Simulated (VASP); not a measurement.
# Settings for Pb: band structure

Pb, P6_3/mmc (no. 194), 2 atoms in the cell. PBEsol, spin-orbit coupling; PAW potentials Pb_d (PBE set). VASP 6.6.1.

Wanted: band energies at the path's corners within 0.02 eV.

What the run is for: bands; Accuracy asked: standard; Route: KPOINTS_OPT.

Band energies at the path's corners: counted from the Fermi level of the mesh, whose own shifts they hold.

POSCAR:
```
Pb
1.0
    3.4800000000      0.0000000000      0.0000000000
   -1.7400000000      3.0137684052      0.0000000000
    0.0000000000      0.0000000000      5.5900000000
Pb
2
Direct
    0.6666666667      0.3333333333      0.7500000000
    0.3333333333      0.6666666667      0.2500000000
```

The series start from Plane-wave cutoff (eV): 280; Smearing width (eV): 0.1; k-point mesh: 10 × 10 × 6; Electronic threshold (eV): 1e-6; Precision mode (PREC): Accurate; Bands in all (NBANDS): 58; Aspherical gradient terms in the spheres (LASPH): yes. Each series keeps the choices made before it, and each single choice may use up half of a tolerance.

## Plane-wave cutoff (eV)

| Plane-wave cutoff (eV) | Band energies at the path's corners, largest deviation (eV) | Time (s) |
|---|---|---|
| 190 | 0.015 | 45 |
| 240 | 0.003 | 61 |
| 280 | 0.003 | 92 |
| 310 | 0.002 | 87 |
| 380 | 0.000 | 105 |
| 480 (reference) | 0.000 | 175 |

Chosen: 240, the loosest value from which every tighter one stays within half of the tolerance.

## Smearing width (eV)

| Smearing width (eV) | Band energies at the path's corners, largest deviation (eV) | Time (s) |
|---|---|---|
| 0.4 | 0.025 | 75 |
| 0.3 | 0.020 | 75 |
| 0.2 | 0.014 | 72 |
| 0.15 | 0.007 | 71 |
| 0.1 | 0.005 | 61 |
| 0.05 (reference) | 0.000 | 67 |

Chosen: 0.15.

## k-point mesh

| k-point mesh | Band energies at the path's corners, largest deviation (eV) | Time (s) |
|---|---|---|
| 4 × 4 × 2 | 0.095 | 45 |
| 5 × 5 × 3 | 0.288 | 52 |
| 6 × 6 × 4 | 0.065 | 56 |
| 8 × 8 × 5 | 0.056 | 58 |
| 10 × 10 × 6 | 0.010 | 71 |
| 12 × 12 × 7 | 0.003 | 78 |
| 14 × 14 × 8 (reference) | 0.000 | 83 |

Chosen: 10 × 10 × 6.

## Electronic threshold (eV)

| Electronic threshold (eV) | Band energies at the path's corners, largest deviation (eV) | Time (s) |
|---|---|---|
| 0.001 | 0.001 | 46 |
| 0.0001 | 0.000 | 50 |
| 1e-5 | 0.000 | 52 |
| 1e-6 | 0.000 | 71 |
| 1e-7 (reference) | 0.000 | 59 |

Chosen: 0.001.

## Precision mode (PREC)

| Precision mode (PREC) | Band energies at the path's corners, largest deviation (eV) | Time (s) |
|---|---|---|
| SingleN | 0.003 | 26 |
| Normal | 0.000 | 26 |
| Accurate (reference) | 0.000 | 46 |

Chosen: SingleN.

## Bands in all (NBANDS)

| Bands in all (NBANDS) | Band energies at the path's corners, largest deviation (eV) | Time (s) |
|---|---|---|
| 38 | 0.001 | 16 |
| 40 | 0.001 | 17 |
| 42 | 0.000 | 18 |
| 46 | 0.000 | 20 |
| 58 | 0.000 | 26 |
| 78 (reference) | 0.000 | 37 |

Chosen: 38.

## Aspherical gradient terms in the spheres (LASPH)

| Aspherical gradient terms in the spheres (LASPH) | Band energies at the path's corners, largest deviation (eV) | Time (s) |
|---|---|---|
| yes | 0.000 | 16 |
| no | 0.000 | 19 |

Chosen: yes; no other choice that stays within half of the tolerance saves 30 % of the time.

## All choices together

| Input | Band energies at the path's corners, largest deviation (eV) | Time (s) |
|---|---|---|
| the program's defaults (naive) | 0.311 | 25 |
| chosen settings | 0.017 | 16 |
| reference settings throughout | 0.000 | 405 |

The tolerance is met.

## The input

INCAR:
```
GGA = PS
LSORBIT = T
MAGMOM = 0 0 0 0 0 0
LORBIT = 11
ISMEAR = 1
SIGMA = 0.15
LWAVE = F
LCHARG = F
NBANDS = 38
PREC = SingleN
LASPH = T
LREAL = F
ALGO = Normal
EDIFF = 0.001
NELM = 200
GGA_COMPAT = F
ENCUT = 240
KPAR = 4
```

KPOINTS:
```
Automatic mesh
0
Gamma
  10 10 6
  0 0 0
```

KPOINTS_OPT:
```
path GMKGALHA,LM,KH
12
line-mode
reciprocal
 0.0000000000  0.0000000000  0.0000000000  G
 0.5000000000  0.0000000000  0.0000000000  M

 0.5000000000  0.0000000000  0.0000000000  M
 0.3333333333  0.3333333333  0.0000000000  K

 0.3333333333  0.3333333333  0.0000000000  K
 0.0000000000  0.0000000000  0.0000000000  G

 0.0000000000  0.0000000000  0.0000000000  G
 0.0000000000  0.0000000000  0.5000000000  A

 0.0000000000  0.0000000000  0.5000000000  A
 0.5000000000  0.0000000000  0.5000000000  L

 0.5000000000  0.0000000000  0.5000000000  L
 0.3333333333  0.3333333333  0.5000000000  H

 0.3333333333  0.3333333333  0.5000000000  H
 0.0000000000  0.0000000000  0.5000000000  A

 0.5000000000  0.0000000000  0.5000000000  L
 0.5000000000  0.0000000000  0.0000000000  M

 0.3333333333  0.3333333333  0.0000000000  K
 0.3333333333  0.3333333333  0.5000000000  H
```

Commands:
```
cat potpaw_PBE.64/Pb_d/POTCAR > POTCAR
mpirun -np 4 vasp_ncl > vasp.out
```

The chosen input took VASP 6.6.1 16 s on 4 cores (Intel Xeon Platinum 8259CL @ 2.50GHz (Skylake/Cascade Lake)), a shared host.

## An input that fails: fixed density asked without a density file

VASP's message: ERROR: charge density could not be read from file CHGCAR for ICHARG>10.

Changes against the starting input:
```
- NELM = 200
+ NELM = 59
+ ICHARG = 11
```
